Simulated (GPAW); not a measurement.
Crystal: CuO.

```
Cu O
1.0
     2.83633    0.00000    0.00000
    -1.41816    2.45633    0.00000
     0.00000    0.00000    2.76811
Cu O
1 1
Direct
  0.00000 0.00000 0.00000
  0.66667 0.33333 0.50000
```

Measurements of this composition are mostly on another form, of space group No. 15.

Program: GPAW 26.7.0. Alike in all runs: task band structure; no spin polarisation; cell as given; k mesh 8 × 8 × 7; cutoff (eV) 800; smearing fermi-dirac 0.05 eV.

Task: Order these runs on this cell by their pressure, lowest first.
A. level PBE; potentials or basis GPAW PAW data sets (gpaw-data 1.2.1), pw
B. level LDA; potentials or basis the program's PAW data sets (release 1.2.1) made for this functional, pw
C. level revPBE; potentials or basis the program's PAW data sets (release 1.2.1) made for this functional, pw
D. level AM05; potentials or basis PAW data sets generated in the run's folder for this functional, pw

Result: B (-15.4 GPa), D (-7.6 GPa), A (0.7 GPa), C (5.1 GPa).

Caveats: with this Cu data set, volumes or pressures lay over 1.5 % or 2 GPa off other programs in two to four cells of ten; an odd number of electrons without spin polarisation forces a metal; a magnetic or distorted state may lie lower; the run has no spin polarisation, though such a crystal can be magnetic.
